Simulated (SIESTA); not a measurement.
Crystal: Al2O3 (Corundum).

```
CELL_PARAMETERS angstrom
2.38025 1.37424 4.33187
-2.38025 1.37424 4.33187
0.00000 -2.74848 4.33187
ATOMIC_POSITIONS crystal
Al 0.85216 0.85216 0.85216
Al 0.64784 0.64784 0.64784
Al 0.14784 0.14784 0.14784
Al 0.35216 0.35216 0.35216
O 0.05668 0.75000 0.44332
O 0.75000 0.44332 0.05668
O 0.44332 0.05668 0.75000
O 0.94332 0.25000 0.55668
O 0.25000 0.55668 0.94332
O 0.55668 0.94332 0.25000
```

Base run:

| Property | Result |
| --- | --- |
| Program | SIESTA 5.4.2 |
| Functional | PBE |
| Potentials or basis | PseudoDojo 0.4 standard (PBE files) |
| Basis | TZP (energy shift 0.01 Ry) |
| Grid cutoff | 800 Ry |
| Energy shift | 0.01 Ry |
| k mesh | 7 × 7 × 7 |
| Occupations | fermi-dirac, width 0.05 eV |
| Spin | no spin polarisation |

Its results: band gap on the k mesh 6.25 eV, direct; pressure 7.7 GPa; largest force 0.119 eV/Å.

Problem. The run is repeated on the same cell with these changes: basis from TZP (energy shift 0.01 Ry) to SZ (energy shift 0.003 Ry); energy shift from 0.01 Ry to 0.003 Ry. What comes out?

Solution. Band gap on the k mesh 5.46 eV, indirect (least direct gap 5.54 eV); pressure 33.4 GPa; largest force 0.826 eV/Å.

Caveats: the basis of atomic orbitals isn't converged, which shifts pressures, moduli and gaps; the basis has no polarisation orbitals (some runs); a pressure of tens of GPa on the cell as given is suspect, and the run, the potentials or the cell itself is likely at fault (some runs).
